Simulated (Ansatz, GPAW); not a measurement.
Given: the input of a run of Ansatz 0.2.0 on Hf (Hafnium). 

Contents of input.yaml:

```yaml
crystal:
  lattice:
    - [3.1967, 0.0, 0.0]
    - [-1.59835, 2.7684234083, 0.0]
    - [0.0, 0.0, 5.0578]
  atoms:
    - { symbol: Hf, position: [0.6666666667, 0.3333333333, 0.75] }
    - { symbol: Hf, position: [0.3333333333, 0.6666666667, 0.25] }
kpoints:
  mp_grid: { grid: [10, 10, 5] }
scf:
  occupations: { method: gaussian, width: 0.019 }
hamiltonian:
  xc: pbe
  pseudopotentials: { kind: all_electron, lapw: { basis_error: 0.001 } }
output:
  forces: true
  stress: true
  eigenvalues: true
```

Potentials or basis: all-electron LAPW, scalar-relativistic.

The run is started by

```console
$ ansatz run input.yaml --threads 1 --pin off --max-ram 3072MiB --backend cpu --events-out ev --progress --plain --runs-dir out
```

Translate it to GPAW 26.7.0 (ASE script). Potentials or basis there: GPAW PAW data sets (gpaw-data 1.2.1), cutoff 600 eV.

As run (cutoffs and basis follow the program's own potentials, and thresholds, step limits or extra output files can differ):

File run.py:

```python
from ase.dft.bandgap import bandgap
from ase.io import read, write
from ase.units import Bohr, GPa
from gpaw import GPAW, PW
from gpaw.elf import elf_from_dft_calculation

atoms = read('POSCAR')

calc = GPAW(mode=PW(600),
            xc='PBE',
            kpts={'size': (10, 10, 5), 'gamma': True},
            occupations={'name': 'methfessel-paxton', 'order': 0, 'width': 0.019000000000000003},
            nbands=24,
            convergence={'density': 1e-05, 'energy': 1e-05},
            maxiter=150,
            txt='gpaw.txt')
atoms.calc = calc
energy = atoms.get_potential_energy()
forces = atoms.get_forces()
stress = atoms.get_stress()
calc.write('gs.gpw')
write('result.traj', atoms)
print(f'Energy: {energy:.6f} eV')
print('Forces (eV/A):')
print(forces.round(4))
print('Stress (GPa):', (stress / GPa).round(3))
print('Fermi level:', round(calc.get_fermi_level(), 4), 'eV')
print(f'Gap: {bandgap(calc)[0]:.4f} eV, direct: {bandgap(calc, direct=True)[0]:.4f} eV')

# fields on the real-space grid
write('density.cube', atoms, data=calc.get_pseudo_density() * Bohr**3)
write('potential.cube', atoms, data=calc.get_electrostatic_potential())
write('elf.cube', atoms, data=elf_from_dft_calculation(calc).data)
```

POSCAR

```
Hf
1.0
    3.1967000000      0.0000000000      0.0000000000
   -1.5983500000      2.7684234083      0.0000000000
    0.0000000000      0.0000000000      5.0578000000
Hf
2
Direct
    0.6666666667      0.3333333333      0.7500000000
    0.3333333333      0.6666666667      0.2500000000
```

Potentials or basis: GPAW PAW data sets (gpaw-data 1.2.1), pw.

Run with:

```sh
$ OMP_NUM_THREADS=1 python run.py
```

Both were run:

|  | Ansatz | GPAW |
| --- | --- | --- |
| Pressure | 0.6 GPa | 0.9 GPa |

Where Ansatz's input types no cutoff or centring, it takes its own default and a Γ-centred mesh.

Pressure is positive in compression.
